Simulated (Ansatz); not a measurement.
# NiO2 (CdCl2 type): one cell, several starts and searches, part 2 of 3

Aim: see in which states the SCF of NiO2 (CdCl2 type) ends at one fixed cell when the search of states or the symmetry kept is changed. Cell and atoms stay fixed. This structure was made by substitution into a known type, so it needn't be the compound's stable form.

Ansatz 0.2.0; DFT LDA+U (U_eff = 8 eV on Ni d), plane waves, PAW. Earlier steps stand in the parts before.

## (3) Natural orbitals of the symmetric run, filled by rank

Contents of input.yaml:

```yaml
crystal:
  lattice:
    - [1.38111528, -0.79738728, 8.35126332]
    - [-1.38111528, -0.79738728, 8.35126332]
    - [0.0, -3.18954912, 8.35126332]
  atoms:
    - { symbol: Ni, position: [0.0, 0.0, 0.0], spin: 4.0, spin_axis: [0.0, 0.0, 1.0] }
    - { symbol: O, position: [0.252, 0.252, 0.874] }
    - { symbol: O, position: [0.748, 0.748, 0.626] }
    - { symbol: Ni, position: [0.0, 0.0, 0.5], spin: 4.0, spin_axis: [0.0, 0.0, -1.0] }
    - { symbol: O, position: [0.252, 0.252, 0.374] }
    - { symbol: O, position: [0.748, 0.748, 0.126] }
basis:
  ecutwfc: 420
  ecutrho_ratio: 4
kpoints:
  mp_grid: { grid: [8, 8, 8] }
hamiltonian:
  xc: lda
  hubbard:
    sites:
      - { site: 0, l: d, u_eff: 8.0, starting_ns: [{ occupation_matrix: s0 }] }
      - { site: 3, l: d, u_eff: 8.0, starting_ns: [{ occupation_matrix: s3 }] }
    occupation_matrices:
      s0:
        spinor_matrix:
          - [[0.97, 0.0], [0.0, 0.0], [0.0, 0.0], [0.0, 0.0], [0.0, 0.0], [0.0, 0.0], [0.0, 0.0], [0.0, 0.0], [0.0, 0.0], [0.0, 0.0]]
          - [[0.0, 0.0], [0.97, 0.0], [0.0, 0.0], [0.0, 0.0], [0.0, 0.0], [0.0, 0.0], [0.0, 0.0], [0.0, 0.0], [0.0, 0.0], [0.0, 0.0]]
          - [[0.0, 0.0], [0.0, 0.0], [0.97, 0.0], [0.0, 0.0], [0.0, 0.0], [0.0, 0.0], [0.0, 0.0], [0.0, 0.0], [0.0, 0.0], [0.0, 0.0]]
          - [[0.0, 0.0], [0.0, 0.0], [0.0, 0.0], [0.97, 0.0], [0.0, 0.0], [0.0, 0.0], [0.0, 0.0], [0.0, 0.0], [0.0, 0.0], [0.0, 0.0]]
          - [[0.0, 0.0], [0.0, 0.0], [0.0, 0.0], [0.0, 0.0], [0.97, 0.0], [0.0, 0.0], [0.0, 0.0], [0.0, 0.0], [0.0, 0.0], [0.0, 0.0]]
          - [[0.0, 0.0], [0.0, 0.0], [0.0, 0.0], [0.0, 0.0], [0.0, 0.0], [0.02, 0.0], [0.0, 0.0], [0.0, 0.0], [0.0, 0.0], [0.0, 0.0]]
          - [[0.0, 0.0], [0.0, 0.0], [0.0, 0.0], [0.0, 0.0], [0.0, 0.0], [0.0, 0.0], [0.2434, 0.0], [0.0, -0.17135], [0.0, -0.21649], [0.29342, 0.0]]
          - [[0.0, 0.0], [0.0, 0.0], [0.0, 0.0], [0.0, 0.0], [0.0, 0.0], [0.0, 0.0], [0.0, 0.17135], [0.15143, 0.0], [0.16605, 0.0], [0.0, 0.22505]]
          - [[0.0, 0.0], [0.0, 0.0], [0.0, 0.0], [0.0, 0.0], [0.0, 0.0], [0.0, 0.0], [0.0, 0.21649], [0.16605, 0.0], [0.2298, 0.0], [0.0, 0.28434]]
          - [[0.0, 0.0], [0.0, 0.0], [0.0, 0.0], [0.0, 0.0], [0.0, 0.0], [0.0, 0.0], [0.29342, 0.0], [0.0, -0.22505], [0.0, -0.28434], [0.40537, 0.0]]
      s3:
        spinor_matrix:
          - [[0.02, 0.0], [0.0, 0.0], [0.0, 0.0], [0.0, 0.0], [0.0, 0.0], [0.0, 0.0], [0.0, 0.0], [0.0, 0.0], [0.0, 0.0], [0.0, 0.0]]
          - [[0.0, 0.0], [0.2434, 0.0], [0.0, 0.17135], [0.0, 0.21649], [0.29342, 0.0], [0.0, 0.0], [0.0, 0.0], [0.0, 0.0], [0.0, 0.0], [0.0, 0.0]]
          - [[0.0, 0.0], [0.0, -0.17135], [0.15143, 0.0], [0.16605, 0.0], [0.0, -0.22505], [0.0, 0.0], [0.0, 0.0], [0.0, 0.0], [0.0, 0.0], [0.0, 0.0]]
          - [[0.0, 0.0], [0.0, -0.21649], [0.16605, 0.0], [0.2298, 0.0], [0.0, -0.28434], [0.0, 0.0], [0.0, 0.0], [0.0, 0.0], [0.0, 0.0], [0.0, 0.0]]
          - [[0.0, 0.0], [0.29342, 0.0], [0.0, 0.22505], [0.0, 0.28434], [0.40537, 0.0], [0.0, 0.0], [0.0, 0.0], [0.0, 0.0], [0.0, 0.0], [0.0, 0.0]]
          - [[0.0, 0.0], [0.0, 0.0], [0.0, 0.0], [0.0, 0.0], [0.0, 0.0], [0.97, 0.0], [0.0, 0.0], [0.0, 0.0], [0.0, 0.0], [0.0, 0.0]]
          - [[0.0, 0.0], [0.0, 0.0], [0.0, 0.0], [0.0, 0.0], [0.0, 0.0], [0.0, 0.0], [0.97, 0.0], [0.0, 0.0], [0.0, 0.0], [0.0, 0.0]]
          - [[0.0, 0.0], [0.0, 0.0], [0.0, 0.0], [0.0, 0.0], [0.0, 0.0], [0.0, 0.0], [0.0, 0.0], [0.97, 0.0], [0.0, 0.0], [0.0, 0.0]]
          - [[0.0, 0.0], [0.0, 0.0], [0.0, 0.0], [0.0, 0.0], [0.0, 0.0], [0.0, 0.0], [0.0, 0.0], [0.0, 0.0], [0.97, 0.0], [0.0, 0.0]]
          - [[0.0, 0.0], [0.0, 0.0], [0.0, 0.0], [0.0, 0.0], [0.0, 0.0], [0.0, 0.0], [0.0, 0.0], [0.0, 0.0], [0.0, 0.0], [0.97, 0.0]]
    ns_hold: { iters: 10 }
scf:
  occupations: { method: gaussian, width: 0.05 }
  lower_state_search: "off"
  max_iter: 150
output:
  forces: true
  stress: true
  eigenvalues: true
  populations: true
  hubbard: { sites: [{ site: 0, l: d }, { site: 3, l: d }] }
  write_density: true
  write_potential: true
  elf: true
  volumetric_format: npy
magnetization:
  noncollinear: true
  spin_orbit: true
```

The typed matrices put 0.97 on the chosen orbitals and 0.02 on the others, and are held for 10 cycles. This run includes spin–orbit coupling.

Run with:

```sh
> ansatz run input.yaml --threads 8 --pin off --max-ram 12288MiB --backend cpu --events-out ev --progress --plain --runs-dir out
```

The log of the run:

```text
Warning: crystal.symmetry: narrowed to the stabiliser of the occupation matrices — unitary ops 12 → 4, anti-unitary 12 → 4; lowered by the specified shells (site 0, l: d), (site 3, l: d); largest admitted image defect 4.4e-16, smallest excluded 1.3e-1 — at a splitting's scale: the group the occupation matrices' own texture admits
[... 1 line left out ...]
Warning: RAYON_NUM_THREADS=8 ignored (pool sized by the plan → 8); use --threads N
basis.fft_grid_basis auto: the FFT boxes are laid along the combinations [[1, -1, 0], [0, 1, 0], [0, -1, 1]] of the cell's own vectors, 2.762, 8.502 and 2.762 Å long. The dense box has 20×60×20 points. Along the cell's own vectors, as sized, it would have 60×60×60, 9.00 times as many. Of the 12 symmetry operations that the crystal satisfies within crystal.symmetry.tolerance (time reversal apart; of a slab, those that keep its plane) the dense box along the cell's own vectors carries 12, and the one as laid loses 8 of those. basis.fft_grid_basis: typed keeps the cell's own vectors: state it where this run's energies or levels are differenced outside the engine with another run's, or held beside a run that keeps those vectors. Those combinations have planes normal to reciprocal vector 3, as the cell's own vectors have. Each planar average written beside output.write_density, output.write_potential has a row for each plane of the box: 20. The volumetric files lie along those combinations, not along the cell's own vectors: a cube or XSF file states them, and fields.json those of NumPy files.
Ni: projections on atomic orbitals take those of the free atom [Ne] 3s2 3p6 3d8 4s2, of charge +0.00 (hamiltonian.pseudopotentials.projection_atoms); the dataset's partial waves leave at most 2.0e-9 of an orbital's norm unspanned inside its sphere
O: projections on atomic orbitals take those of the free atom [He] 2s2 2p4, of charge +0.00 (hamiltonian.pseudopotentials.projection_atoms); the dataset's partial waves leave at most 1.5e-11 of an orbital's norm unspanned inside its sphere
Engine: ansatz 0.2.0, aarch64-unknown-linux-gnu
Pseudopotentials: kind: paw_fr
Pseudopotential: Ni, paw_fr, valence charge 18, recommended cutoff 420 eV (normal), Ni.paw.azcp#standard-fr
Pseudopotential: O, paw_fr, valence charge 6, recommended cutoff 420 eV (normal), O.paw.azcp#standard-fr
Functional definition: SPW92
  exchange = slater_x
  correlation = pw_c
Crystal: 6 atoms, lattice volume = 55.183 Å³
Basis set: ecut = 420 eV, 1071 PW (Γ), FFT grids on a1−a2, a2, −a2+a3
Bands: 72, of which v1, the nominal top of the filled ones, is band 60 counted from 1 (59 counted from 0)
Symmetry: 4 space group operations + 4 with time reversal
k-points: 150 of 512
Projection manifold: j_resolved (fully-relativistic pseudo-atomic orbitals)
Non-local potential: Ni, projectors of the file, l = 0: 3, l = 1: 4, l = 2: 6, l = 3: 2
Non-local potential: O, projectors of the file, l = 0: 2, l = 1: 4, l = 2: 2
PAW form: soft (Blöchl's): semilocal exchange-correlation on the pseudo side does not see the compensation charge
PAW frozen core: Ni, regenerated for the run's functional, and the local potential with it (the file was generated under x = pbe(κ = 0.804, μ = 0.2195149727645171), c = pbe(β = 0.06672455060314922))
PAW frozen core: O, regenerated for the run's functional, and the local potential with it (the file was generated under x = pbe(κ = 0.804, μ = 0.2195149727645171), c = pbe(β = 0.06672455060314922))
PAW one-centre angular grid: Ni, 590 points (default); XC on 64 Gauss nodes
PAW one-centre angular grid: O, 110 points (default); XC on 64 Gauss nodes
Initial density: superposition of atomic densities (chi_scale 0.1, normalization cell, long waves kept (reshape's long-wave potential 0.13 eV rms))
Starting moments: Σ|m| = 8 μB on 2 of 6 sites
Initial wavefunctions: pseudopotential atomic-orbital guess
Functional: x = slater, c = lda
SCF iter   1: F=—  HF=-13740.915095 eV  |F-HF|=—  |Δ(HF+E_count)|=         —  Δρ=3.26e-1  dr2=1.02e1  dr2_m=1.35e1  ethr=3.10e-3  |M|=1.63e-17 ∫|m|=4.36e0 μB  |m|>n=0.0e0 m-floor=4.8e-3 τ_xc=0.0e0  β_m=0.30  ⟨swp⟩=7.8  Hψ=50705  notcnv=0  defer=180
preconditioner: auto → Kerker (q_TF=auto, 2.767 Å⁻¹)  [metal: Δε(μ)=0.008 eV  Ē_g=12.301 eV  σ=0.050 eV  W_gap=0.09  n_scr=18 (ndim 8)  ℏωp=33.2 eV  f_vac=0.022  D(μ)=7.93/eV (n_scr^D=126)]
spin=Noncollinear: Kerker preconditioning applied to the charge; magnetization (m_x, m_y, m_z) channels mix plain (no charge-response kernel on spin).
SCF iter   2: F=—  HF=-13742.563415 eV  |F-HF|=—  |Δ(HF+E_count)|=    1.65e0  Δρ=2.04e-1  dr2=1.57e1  dr2_m=8.82e-1  ethr=3.10e-3  |M|=1.63e-16 ∫|m|=7.86e0 μB  |m|>n=0.0e0 m-floor=3.3e-4 τ_xc=9.0e-20  β_m=1.00  ⟨swp⟩=3.0  Hψ=23050  notcnv=0  defer=644
preconditioner: auto → Resta (q_TF=auto, 2.767 Å⁻¹)  ε∞=8.0  [insulator: Δε(μ)=0.345 eV  Ē_g=12.515 eV  σ=0.050 eV  W_gap=1.00  n_scr=18 (ndim 8)  ℏωp=33.2 eV  f_vac=0.021  D(μ)=0.00/eV (n_scr^D=0)  ε∞_Penn≈8.0]
spin=Noncollinear: Resta preconditioning applied to the charge; magnetization (m_x, m_y, m_z) channels mix plain (no charge-response kernel on spin).
[... 17 lines left out ...]
spin-set hold released at iteration 17 (site moments' squared step at or under half its running peak, from the soft ceiling on): the magnetisation degrees of freedom join the quasi-Newton model from the next iteration; the mixer history was flushed
[... 13 lines left out ...]
iter 31 did not close the SCF: its close was put off for a magnetic moment that had not settled (scf_convergence_deferred on its scf_iter line)
SCF iter  31: F=-13754.042328 eV  HF=-13754.042328 eV  |F-HF|=2.12e-8  |Δ(HF+E_count)|=   1.83e-7  Δρ=1.70e-5  dr2=8.79e-8  dr2_m=1.49e-8  ethr=1.67e-10  |M|=1.23e-17 ∫|m|=2.45e0 μB  |m|>n=0.0e0 m-floor=3.3e-4 τ_xc=1.9e-19  β_m=1.00  ⟨swp⟩=17.3  Hψ=89352  notcnv=0
SCF iter  32: F=-13754.042329 eV  HF=-13754.042329 eV  |F-HF|=4.93e-8  |Δ(HF+E_count)|=   1.19e-7  Δρ=1.23e-5  dr2=6.56e-8  dr2_m=4.77e-9  ethr=1.46e-10  |M|=4.51e-19 ∫|m|=2.45e0 μB  |m|>n=0.0e0 m-floor=3.3e-4 τ_xc=1.9e-19  ⟨swp⟩=6.4  Hψ=68946  notcnv=0
WARN: hamiltonian.hubbard: on 2 of 2 specified blocks the occupation matrix of this SCF's result fails the test of the specified filling. At site 0 (sites count from 0 in the list of atoms of the cell that this SCF solves) the least filled combination of the orbitals specified full has occupation 0.727, and the fullest combination of the orbitals specified empty has occupation 0.996; the filling counts as kept where the first is at least 0.75 and exceeds the second by more than 0.25. The same holds at site 3. The state of this SCF's result may not hold the specified filling, though these bounds can also misjudge a state that does. This warning does not say which state is lower in energy, or whether the specified filling is a self-consistent state at all; see hamiltonian.hubbard.sites[].starting_ns, Limitations, and scf.initial_density.shell_occupations in the input reference
SCF 1 converged in 32 iterations: F = -13754.042329 eV  dr2 = 6.56e-8
SCF converged after 32 iterations
Magnetization: |M| = 0.0000 μB,  M = (+0.0000, +0.0000, +0.0000) μB
Absolute magnetization: 2.4537 μB (∫|m|, with the PAW one-centre terms)
  site 0: m = (-0.0000, -0.0010, +0.6108) μB, |m| = 0.6108 μB  (R = 0.78 Å)
  site 1: m = (-0.0000, -0.0004, +0.2570) μB, |m| = 0.2570 μB  (R = 0.78 Å)
  site 2: m = (-0.0000, +0.0004, -0.2570) μB, |m| = 0.2570 μB  (R = 0.78 Å)
  site 3: m = (+0.0000, +0.0010, -0.6108) μB, |m| = 0.6108 μB  (R = 0.78 Å)
  site 4: m = (+0.0000, +0.0004, -0.2570) μB, |m| = 0.2570 μB  (R = 0.78 Å)
  site 5: m = (+0.0000, -0.0004, +0.2570) μB, |m| = 0.2570 μB  (R = 0.78 Å)
Free energy (F): -13754.042329 eV
Harris-Foulkes:  -13754.042329 eV  (|F-HF|=4.93e-8)
Internal energy: -13754.042329 eV  (E = F + TS)
E sigma→0 (E₀):  -13754.042329 eV
Fermi energy:    9.086923 eV
--- Per-component energies (eV) ---
  E_band       = -932.658351
  E_kinetic    = 1243.116689
  E_local      = -10558.664481  (includes V_loc(G=0)·N_el)
  E_nonlocal   = 1464.554512
  E_hartree    = 4359.997720
  E_xc         = -455.209694
  E_vxc        = -586.692818  (∫ρ·V_xc dr)
  E_hubbard    = 7.264458  (on-site DFT+U / exact-exchange correction)
  E_vhub       = -51.321841  (the Hubbard potential's part of the band-sum identity)
  E_paw        = -3695.649712  (= ΣΔE_a)
  E_vpaw       = -1163.676965  (= ΣTr[D̂ρ^β])
  E_aug_tail   = 0.010100  (compensation charges beyond the density's cutoff)
  E_ewald      = -6120.722593
  E_core_change = 1.260673  (= ΣΔE_core)
  E_smearing   = -0.000000  (= −TS)
  E_closure    = 0.000000  (closes the sum)
  Σ components = -13754.042329   (vs F -13754.042329, Δ=0.00e0)
--- Hubbard shell moments (per corrected site; Tr N, ν in electrons; μ in μ_B) ---
  shell 0: Tr N=8.2313  μ_S=(+0.0000, -0.0011, +0.6359)  μ_L=(+0.0000, -0.0001, +0.0692)  μ=(+0.0000, -0.0012, +0.7050)  ν=0.0512 along (-0.000, -0.002, +1.000)
  shell 1: Tr N=8.2313  μ_S=(+0.0000, +0.0011, -0.6359)  μ_L=(+0.0000, +0.0001, -0.0692)  μ=(+0.0000, +0.0012, -0.7050)  ν=0.0512 along (+0.000, +0.002, -1.000)
--- Specified on-site occupations, and those of the state reported ---
  electrons in the specified blocks: 11.8000 specified, 16.4626 found
  site 3 (l=d): largest change of an orbital's occupation 0.9763; electrons 5.9000 specified, 8.2313 found; spectral distance 1.1391
  site 0 (l=d): largest change of an orbital's occupation 0.9763; electrons 5.9000 specified, 8.2313 found; spectral distance 1.1391
--- Forces (eV/Å), atoms counted from 1 ---
  atom   1  Ni     0.00000000     0.00000000     0.00000000
  atom   2  O      0.00000000    -0.00000063     1.41642663
  atom   3  O      0.00000000     0.00000063    -1.41642663
  atom   4  Ni     0.00000000     0.00000000     0.00000000
  atom   5  O      0.00000000    -0.00000063     1.41642663
  atom   6  O      0.00000000     0.00000063    -1.41642663
  max |Σ_I F_I| component: 2.22e-16 eV/Å
--- Stress (GPa, compression-positive) ---
       -5.185444       0.000000       0.000000
        0.000000      -5.185934       0.000332
        0.000000       0.000352     -12.243000
  P = ⅓ Tr σ = -7.5381 GPa (-75.381 kbar)
--- Band table (eV; the first three rows and the last of 150) ---
[... 4 lines left out ...]
Occupation matrices written to <dir>
--- Löwdin populations: 6 sites ---
  site symbol       q [e]
     0     Ni     16.8115
     1      O      6.5337
     2      O      6.5337
     3     Ni     16.8115
     4      O      6.5337
     5      O      6.5337
  spilling = 0.004040 (of n_electrons = 60.000000)
--- Occupation matrices: 2 shells (run DFT+U table (all-electron-ortho-atomic); ε = 8.10e-3) ---
  Ni0 d_3D: site group D3d (-3m)
  Ni0 d_3D spinor Tr n = 8.2313  λ = 0.403 0.404 0.727 0.727 0.993 0.994 0.994 0.996 0.996 0.996  [2× xz 0.33 (Eg 1.00) E3/2g(0.50) | 2× yz 0.32 (Eg 1.00) E1/2g(0.50) | 6× z2 0.33 (T2g 1.00) E1/2g(0.67)]
  specified occupation → Ni0 d_3D spinor: matrix, ‖Δ‖_F = 1.5246, Tr Δ = -2.3313, displaced = 1.6514, d_λ = 1.1391; orbital distance = 2.0010
  Ni3 d_3D: site group D3d (-3m)
  Ni3 d_3D spinor Tr n = 8.2313  λ = 0.403 0.404 0.727 0.727 0.993 0.994 0.994 0.996 0.996 0.996  [2× xz 0.33 (Eg 1.00) E3/2g(0.50) | 2× yz 0.32 (Eg 1.00) E1/2g(0.50) | 6× z2 0.33 (T2g 1.00) E1/2g(0.67)]
  specified occupation → Ni3 d_3D spinor: matrix, ‖Δ‖_F = 1.5246, Tr Δ = -2.3313, displaced = 1.6514, d_λ = 1.1391; orbital distance = 2.0010
  Tr n, λ and their labels are of the run-group-symmetrised matrices; stabiliser: 24 of 48 elements of G0×{1,Θ} (closed), max defect 9.4e-4 at τ = 1.7e-3
```

Wall time 2.6 min (8 threads of Arm Neoverse V1, shared host); peak memory 1.9 GiB.

End state: a gap on the mesh of 0.60 eV, pressure -7.5 GPa, moments in spheres Ni1 (0.00, 0.00, 0.61); O2 (0.00, 0.00, 0.26); O3 (0.00, 0.00, -0.26); Ni4 (0.00, 0.00, -0.61); O5 (0.00, 0.00, -0.26); O6 (0.00, 0.00, 0.26) μB, largest force component 1.42 eV/Å, 4 symmetry operations imposed. The program reports that the typed filling wasn't kept.

How the shells are filled (orbitals counted by the eigenvalues of the occupation matrices):

```tsv
shell	channel	electrons	over 0.8	0.2 to 0.8	under 0.2
Ni 3d (atom 1)	both spins	8.23	6	4	0
```

Spin moments on the atoms, as numbers:

```tsv
atom	x (μB)	y (μB)	z (μB)
Ni1	0.00	0.00	0.61
O2	0.00	0.00	0.26
O3	0.00	0.00	-0.26
Ni4	0.00	0.00	-0.61
O5	0.00	0.00	-0.26
O6	0.00	0.00	0.26
```

Density in a lattice plane of the grid's cell (edges 8.50 and 2.76 Å, at 0.000 of the third edge), which holds Ni.

Ten even steps from ' ' (0.07 e/Å³) to '@' (60.19 e/Å³):
```
..                                              
                        ..                      
                      --@@--                    
                        ..                      
..                                              
@@--                                          --
```
Columns run along the first of these edges and rows up along the second, over one cell in 24 and 6 even steps from the bottom left corner. Atoms in the plane (fractional): Ni at (0.00, 0.00), Ni at (0.50, 0.50).

ELF in the same plane.

Values, 6 rows by 12 columns:
```
0.42 0.16 0.22 0.08 0.73 0.50 0.15 0.50 0.73 0.08 0.22 0.17
0.15 0.50 0.73 0.08 0.22 0.16 0.40 0.16 0.22 0.08 0.73 0.50
0.11 0.69 0.83 0.23 0.05 0.31 0.71 0.31 0.05 0.23 0.83 0.69
0.15 0.50 0.73 0.08 0.22 0.16 0.40 0.16 0.22 0.08 0.73 0.50
0.42 0.17 0.22 0.08 0.73 0.50 0.15 0.50 0.73 0.08 0.22 0.16
0.73 0.31 0.05 0.24 0.83 0.71 0.12 0.71 0.83 0.24 0.05 0.31
```
Columns run along the first of these edges and rows up along the second, over one cell in 12 and 6 even steps from the bottom left corner. Atoms in the plane (fractional): Ni at (0.00, 0.00), Ni at (0.50, 0.50).

Both are smooth fields of the valence electrons: close to the nuclei they are not physical.

Outside the cores ELF peaks at 0.87 beside O, off the lines to its neighbours, 0.5 Å from O; 0.87 in the shell around O, 0.6 Å from O; 0.83 on the O–Ni line, 0.6 Å from O.

The z part of the spin density in a lattice plane of the grid's cell (edges 8.50 and 2.76 Å, at 0.000 of the third edge), which holds Ni.

Ten even steps from '0' (-2.38 e/Å³) to '9' (2.63 e/Å³):
```
554444444444444444444445
444444444444344444444444
444444444443034444444444
444444444444344444444444
554444444444444444444445
964444444444444444444446
```
Columns run along the first of these edges and rows up along the second, over one cell in 24 and 6 even steps from the bottom left corner. Atoms in the plane (fractional): Ni at (0.00, 0.00), Ni at (0.50, 0.50).

ELF in the plane through atom 1 (Ni) and two of its nearest O neighbours, 7.2 Å on a side, that atom in the middle and its first bond to the right.

Ten even steps from '0' (0.00) to '9' (0.86):
```
4159648961000038987982256
2126898620000004899851122
3211332111467510244300245
8721333214899972000002798
7941476317955995000005995
8832465316877983000003998
8521222112688741012100489
2101466521122111368861012
0016988872244422798997100
0038963882258522883698300
0017998972244422788896100
2101688631112211256641012
9840012101478862112221258
8993000003897786135642388
5995000005995597136741497
8972000002799984123331278
5420034420157641112331123
2211589984000000268986212
6522897898300001698469514
```
Atoms in the plane (Å from the middle): O (0.1, -1.9), O (1.9, 0.0), Ni (2.0, -1.9), O (-1.9, 0.0), O (-0.1, 1.9), Ni (0.0, 0.0), Ni (-2.0, 1.9).

[end of part 2 of 3]
